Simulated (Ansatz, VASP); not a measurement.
**One calculation of Os, two programs**

The input INCAR:

```
SYSTEM = Os
PREC = Accurate
ENCUT = 520
EDIFF = 1E-6
ISMEAR = 0
SIGMA = 0.1
LREAL = .False.
LASPH = .True.
NELM = 60
ALGO = Normal
ISIF = 2
LWAVE = .False.
LCHARG = .True.
GGA = PE
LELF = .True.
LVHAR = .True.
NBANDS = 10
```

File KPOINTS:

```
regular mesh
0
Gamma
  8 8 8
  0 0 0
```

POSCAR

```
Os
1.0
    0.0000000000      1.9220413878      1.9220413878
    1.9220413878      0.0000000000      1.9220413878
    1.9220413878      1.9220413878      0.0000000000
Os
1
Direct
    0.0000000000      0.0000000000      0.0000000000
```

Input for Ansatz:

```yaml
crystal:
  lattice:
    - [0.0, 1.9220413878, 1.9220413878]
    - [1.9220413878, 0.0, 1.9220413878]
    - [1.9220413878, 1.9220413878, 0.0]
  atoms:
    - { symbol: Os, position: [0.0, 0.0, 0.0] }
basis:
  ecutwfc: 420
kpoints:
  mp_grid: { grid: [8, 8, 8] }
hamiltonian:
  xc: pbe
scf:
  occupations: { method: gaussian, width: 0.1 }
output:
  forces: true
  stress: true
  eigenvalues: true
```

This isn't the form of Os at room conditions, which is hcp.

Alike in both runs: task single point; functional PBE; k mesh 8 × 8 × 8; occupations gaussian, width 0.1 eV; no spin polarisation.

|  | VASP | Ansatz |
| --- | --- | --- |
| version | VASP 6.6.1 | Ansatz 0.2.0 |
| potentials or method | VASP PAW PBE potentials, release 64 (Os) | scalar-relativistic, plane waves, PAW |
| plane-wave cutoff (eV) | 520 | 420 |
| valence electrons in the cell | 8 | 16 |

|  | VASP | Ansatz | Ansatz less VASP |
| --- | --- | --- | --- |
| gap on the k mesh at the Fermi level (eV) | none | none | - |
| pressure (GPa) | 3.6 | 3.6 | +0.07 |

A gap of «none» marks a metal or a gap that the smearing closes. The two sets of potentials don't hold the same shells in valence.

The runs have no spin-orbit coupling, so splittings on Os are missing.
